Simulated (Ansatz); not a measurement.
GaSb (F-43m), a film clamped to a substrate

Computed with DFT PBE, scalar-relativistic, plane waves, PAW in Ansatz 0.2.0. Settings: plane waves to 420 eV, k-mesh 16×16×16 (Γ-centred), Gaussian smearing 0.15 eV. Spin–orbit coupling is left out, which matters for the heavy elements here. No spin polarisation. Energies are free energies at this smearing, counted from the undisturbed cell; pressure is positive in compression.

The starting cell (relaxed at this level):

```
Ga Sb
1.0
     0.00000    3.10692    3.10692
     3.10692    0.00000    3.10692
     3.10692    3.10692    0.00000
Ga Sb
1 1
Direct
  0.00000 0.00000 0.00000
  0.75000 0.75000 0.75000
```

The cell (2 atoms, V0 = 59.98 Å³) is strained by p along both x and y and by q along z, fractional coordinates fixed. τp = (1/V0) ∂E/∂p = (σxx + σyy)(1 + p)(1 + q) and τq = (1/V0) ∂E/∂q = σzz(1 + p)², with tension positive.

| p | q | ΔE (meV/atom) | τp (GPa) | τq (GPa) |
| --- | --- | --- | --- | --- |
| 0.000 | 0.000 | 0.00 | 0.01 | 0.00 |
| -0.050 | 0.000 | 55.30 | -12.63 | -3.78 |
| 0.050 | 0.000 | 42.33 | 8.44 | 2.53 |
| 0.000 | -0.050 | 17.74 | -3.63 | -3.88 |
| 0.000 | 0.050 | 16.13 | 2.60 | 3.35 |

Question: Get the second derivatives of the energy density.

Answer: Central differences give A = ∂τp/∂p = 211 GPa (C11 + C22 + 2 C12), C = ∂τq/∂q = 72 GPa (C33) and the cross term B = ∂τq/∂p = 63 GPa (C13 + C23); ∂τp/∂q = 62 GPa must equal B, and any difference shows higher-order terms. Steps this large leave an error of some per cent of A or C in all of these, which can swamp a small B. The ions are clamped. In a cubic crystal C11 = C = 72, C12 = B/2 = 32 GPa and A should be 2(C11 + C12) = 208 GPa; the bulk modulus is (C11 + 2 C12)/3 = 45 GPa.

Question: A film of this crystal grows with z along the normal on a substrate that imposes p. How does its thickness respond, and what does the misfit cost?

Answer: Count p and q from the stress-free cell. A free surface needs τq = 0, so q = −(B/C) p = -0.87 p. The energy density left is (A − B²/C) p²/2 = M p², with the biaxial modulus M = 78 GPa; a misfit of 1 % costs 1.46 meV/atom, against 1.97 meV/atom if the thickness were held.

The gap closes along the scan, which can put kinks into the curve.

Free to relax along its normal, the film thins under in-plane tension and thickens under compression, which lowers the misfit cost from 1.97 to 1.46 meV/atom at 1 %. The response of -0.87 p falls well short of conserving volume. In a tetrahedral sp3 network, the bond angles resist the tetragonal distortion that would spare the bond lengths, so the film shares the misfit between bending and stretching. For both strains, compression costs more than equal extension, as expected from the steep short-range repulsion; the harmonic misfit energy therefore misses a difference between compressive and tensile films.

Holding the fractional coordinates fixed costs nothing here, since symmetry forbids a sublattice shift under strains along the cube axes. The bulk modulus of 45 GPa is nevertheless below the measured value, most likely because PBE underbinds and overestimates the lattice constant, which softens the bonds. The shear constant C44 isn't accessible from these strains, and there internal relaxation would matter.
